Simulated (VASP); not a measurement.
Given:

```yaml
crystal:
  lattice:
    - [0.00000, 2.95138, 2.95138]
    - [2.95138, 0.00000, 2.95138]
    - [2.95138, 2.95138, 0.00000]
  atoms:
    - { symbol: Li, position: [0.00000, 0.00000, 0.00000] }
    - { symbol: I, position: [0.50000, 0.50000, 0.50000] }
```

Computed with PBEsol GGA, VASP's PBE PAW potentials (set 64) (plane waves; VASP 6.6.1). Numerical set-up: 520 eV cut-off, 9×9×9 Γ-centred mesh, tetrahedra with Blöchl corrections, potentials Li_sv I.

**Question.** Predict the energy per atom (σ→0).

**Answer.** 
```
Quantity                       Result
---------------------  --------------
energy per atom (σ→0)  -3.078 eV/atom
```

The absolute energy has meaning only against runs of the same code, potentials and settings.

The compound is LiI in the rock salt structure. It was relaxed first, which changed the volume by -6 %.
